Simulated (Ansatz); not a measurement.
## EuO

```xyz
2
Lattice="0.0000 2.5304 2.5304 2.5304 0.0000 2.5304 2.5304 2.5304 0.0000" Properties=species:S:1:pos:R:3 pbc="T T T"
Eu    0.0000    0.0000    0.0000
O     2.5304    2.5304    2.5304
```

Atoms are numbered in the order listed.

The structure comes from a relaxation in the same program, started in the rocksalt type, and has space group Fm-3m. Whether it is a known phase or the ground state wasn't checked.

Semilocal functionals without a Hubbard term describe localised f shells poorly; where the shell is localised, the real material differs.

Other magnetic orders may lie lower; this is the state that the run reached.

No spin–orbit coupling, which matters for the heavy atoms here.

Levels of theory: DFT, PBE, all-electron LAPW, scalar-relativistic (Ansatz 0.2.0); DFT, PBE, PAW with Ansatz's default frozen-core files, scalar-relativistic (Ansatz 0.2.0).

For LAPW: a Γ-centred 14×14×14 k mesh, Fermi–Dirac smearing of 0.05 eV, basis error target 1 meV/atom, spin-polarised from start moments Eu1 7 μB. PAW takes a cutoff of 420 eV at this cell. The Ansatz runs share mesh, smearing and spin set-up. Values come from LAPW unless marked.

```yaml
Pressure_at_this_cell: 0.16 GPa
Bader_charges_from_the_PAW_run: Eu1 +1.43, O2 -1.43 e
Löwdin_charges_with_0.04_e_of_the_cell_spilling_out_of_the_atomic_basis_so_their_sizes_and_signs_hang_on_that_basis: Eu1 0.56, O2 -0.52 e
Moment_of_the_cell: 6.95 μB
Moments_in_the_spheres: Eu1 6.80, O2 -0.09 μB
Volume_per_atom: 16.20 Å³
```

(1) Predict this quantity. Density of states at the Fermi level (0.2 eV bin).

(2) Give the computed value. Band gap.

## Answers

(1) 0.80 states/eV per cell.

(2) none: bands cross the Fermi level, a metal.
